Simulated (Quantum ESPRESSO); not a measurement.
**MgB2 in Quantum ESPRESSO: the effect of strain**

The system is MgB2.

```
CELL_PARAMETERS angstrom
2.96160 0.00000 0.00000
-1.48080 2.56482 0.00000
0.00000 0.00000 3.52300
ATOMIC_POSITIONS crystal
Mg 0.00000 0.00000 0.00000
B 0.66667 0.33333 0.50000
B 0.33333 0.66667 0.50000
```

Alike in all runs:

- Program: Quantum ESPRESSO 7.5
- Task: relaxation of the atoms
- Functional: PBEsol
- Potentials or basis: GBRV 1.5 PBEsol
- Cutoff: 612 eV
- Density cutoff: 4898 eV
- k mesh: 10 × 10 × 8
- Occupations: fermi-dirac, width 0.05 eV
- Spin: no spin polarisation
- Kind of strain: biaxial_xy
- Mixing beta: 0.5
- Most SCF iterations: 120
- SCF threshold: 6e-10 Ry
- Most ionic steps: 40
- Forc conv thr: 0.0004 Ry/bohr
- Etot conv thr: 1e-05 Ry

Each run relaxes the cell or the atoms first.

Problem. One run gave: pressure -9.0 GPa. Which strain did it use?
A. -0.04
B. 0.01
C. -0.02
D. 0.04
E. 0.02

Solution. E.

```csv
strain,pressure (GPa)
-0.04,12.7
-0.02,4.2
-0.01,0.4
0,-3.0
0.01,-6.1
0.02,-9.0
0.04,-14.1
```

Caveats: the relaxation stopped at its first step, so nothing moved.
